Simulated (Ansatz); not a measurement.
Zn (P6_3/mmc) under several functionals

Plane-wave DFT in Ansatz with scalar-relativistic PAW potentials. The same structure was relaxed (cell and atoms, symmetry kept) in separate runs at each level. No spin polarisation.

```tsv
level	cutoff (eV)	k mesh	V (Å³/atom)	a (Å)	c (Å)
PBEsol	420	18×18×8	14.247	2.593	4.895
r2SCAN	500	18×18×8	14.555	2.595	4.991
PBE	420	18×18×8	15.338	2.632	5.112
```

Q: Where does PBE+D3(BJ) (420 eV, k mesh 18×18×8) fall?

A: V (Å³/atom) 14.254, a (Å) 2.618, c (Å) 4.804. Its volume is between those of PBEsol and r2SCAN. The usual order of volumes, PBEsol < PBE, holds here (14.247, 15.338 Å³/atom). As a rule PBEsol, built on the gradient expansion of slowly varying densities, lies between LDA and PBE; PBE's stronger gradient term for exchange weakens bonds. Adding D3 to PBE changes the volume by -7.1 %; the term is attractive, so it pulls cells in. In metals the pairwise form ignores screening by the conduction electrons, so it can pull in too far. r2SCAN lies 5.1 % under PBE in volume.